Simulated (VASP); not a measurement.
Input of a VASP 6.6.1 run:

INCAR

```
SYSTEM = Au
PREC     = Accurate       ! precision mode
ENCUT    = 520            ! plane-wave cutoff, eV
EDIFF    = 1E-6           ! SCF threshold, eV
ISMEAR   = -1             ! smearing method
SIGMA    = 0.1            ! smearing width, eV
LREAL    = .False.        ! projectors in reciprocal space
LASPH    = .True.         ! aspherical terms in the spheres
NELM     = 100            ! most SCF steps
ALGO     = Normal         ! electronic algorithm
ISIF     = 2              ! what is computed and relaxed
LWAVE    = .False.        ! write WAVECAR
LCHARG   = .True.         ! write CHGCAR
GGA      = RE             ! functional
LELF     = .True.         ! ELF
LVHAR    = .True.       
NBANDS   = 18             ! bands
```

KPOINTS

```
Automatic mesh
0
Gamma
  14 14 14
  0 0 0
```

The input POSCAR:

```
Au
1.0
    0.0000000000      3.0740060759      3.0740060759
    3.0740060759      0.0000000000      3.0740060759
    3.0740060759      3.0740060759      0.0000000000
Au
2
Direct
    0.1250000000      0.1250000000      0.1250000000
    0.8750000000      0.8750000000      0.8750000000
```

Potentials or basis: VASP PAW PBE potentials, release 64 (Au).

Run with:

```bash
$ cat potpaw_PBE.64/Au/POTCAR > POTCAR
$ mpirun -np 1 vasp_std > vasp.out
```

Task: Estimate the band gap on the k mesh.

Result: None (metal or under the smearing width).

Task: Estimate the pressure.

Result: 2.1 GPa.

Caveat: the PAW data sets were made with another functional, which shifts forces and pressure a little. The run has no spin-orbit coupling, so splittings on Au are missing.
